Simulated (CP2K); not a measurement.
YN:

```
CELL_PARAMETERS angstrom
3.44856 0.00000 0.00000
1.72428 2.98654 0.00000
1.72428 0.99551 2.81574
ATOMIC_POSITIONS crystal
Y 0.00000 0.00000 0.00000
N 0.50000 0.50000 0.50000
```

Base run:

| Item | Value |
| --- | --- |
| Program | CP2K 2026.2 |
| Functional | PBE |
| Potentials or basis | GTH_POTENTIALS Y GTH-PBE-q11, N GTH-PBE-q5; DZVP-MOLOPT-SR-GTH basis |
| Density cutoff | 6123 eV |
| k mesh | 7 × 7 × 7 |
| Occupations | fermi-dirac, width 0.05 eV |
| Spin | no spin polarisation |

Its results: band gap on the k mesh 0.24 eV, indirect (least direct gap 0.66 eV).

Problem. The run is repeated on the same cell with these changes: hubbard terms from none to Y d U = 2.0 eV. What comes out?

Solution. Band gap on the k mesh 0.66 eV, indirect (least direct gap 1.09 eV).

The U term pushes filled and empty states of the shell apart.

Caveats: an odd mesh through Γ misses points on the zone boundary, where band edges often lie; the basis of atomic orbitals isn't converged, which shifts pressures, moduli and gaps; this program's U acts on Mulliken populations of all basis functions of the shell, so it isn't the U of plane-wave codes (some runs); energies scatter by some meV and the pressure isn't listed (some runs).

Not every run made on this cell is shown here.
